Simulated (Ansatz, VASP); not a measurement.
## Two plane-wave programs on SnSe

INCAR

```
  PREC = Accurate
  ENCUT = 600
  EDIFF = 1E-6
  ISMEAR = 0
  SIGMA = 0.01
  LREAL = F
  LASPH = T
  NELM = 100
  ALGO = Normal
  ISIF = 3
  LWAVE = F
  LCHARG = F
  GGA = PS
  IBRION = 2
  NSW = 80
  EDIFFG = -0.001
```

File KPOINTS:

```
Automatic mesh
0
Gamma
  8 8 8
```

POSCAR

```
SnSe
1.0
    0.0000000000      2.9727546667      2.9727546667
    2.9727546667      0.0000000000      2.9727546667
    2.9727546667      2.9727546667      0.0000000000
Sn Se
1 1
Direct
    0.0000000000      0.0000000000      0.0000000000
    0.5000000000      0.5000000000      0.5000000000
```

Input for Ansatz:

```yaml
crystal:
  lattice:
    - [0.0, 2.9727546659, 2.9727546659]
    - [2.9727546659, 0.0, 2.9727546659]
    - [2.9727546659, 2.9727546659, 0.0]
  atoms:
    - { symbol: Sn, position: [0.0, 0.0, 0.0] }
    - { symbol: Se, position: [0.5, 0.5, 0.5] }
basis:
  ecutwfc: 420
kpoints:
  mp_grid: { grid: [8, 8, 8] }
hamiltonian:
  xc: pbesol
scf:
  occupations: { method: fixed }
output:
  forces: true
  stress: true
  eigenvalues: true
  write_density: true
  write_potential: true
  elf: true
  volumetric_format: npy
relax:
  adjacent_minimum: "off"
  f_tol: 0.001
  max_steps: 60
  cell: { stress_tol: 0.01 }
```

Alike in both runs: task relaxation of cell and atoms; functional PBEsol; k mesh 8 × 8 × 8; no spin polarisation.

|  | VASP | Ansatz |
| --- | --- | --- |
| version | VASP 6.6.1 | Ansatz 0.2.0 |
| potentials or method | VASP PAW PBE potentials, release 64 (Sn_d, Se) | scalar-relativistic, plane waves, PAW |
| plane-wave cutoff (eV) | 600 | 420 |
| occupations | gaussian, width 0.01 eV | fixed |
| valence electrons in the cell | 20 | 30 |

VASP gave:

| Quantity | Value |
| --- | --- |
| gap on the k mesh at the Fermi level, each at its own relaxed structure (eV) | 0.75 |
| relaxed volume (Å³/atom) | 26.29 |
| relaxed cell length with the largest relative difference (Å) | 4.205 |

**Question.** Which values does Ansatz return?

**Answer.** gap on the k mesh at the Fermi level, each at its own relaxed structure (eV): 0.75; relaxed volume (Å³/atom): 26.27; relaxed cell length with the largest relative difference (Å): 4.204.

The two sets of potentials don't hold the same shells in valence.

Caveats: the PAW data sets were made with another functional, which shifts forces and pressure a little (VASP); spin-orbit coupling is left out, which moves the levels of the heavy elements. A k mesh can miss the band edges.
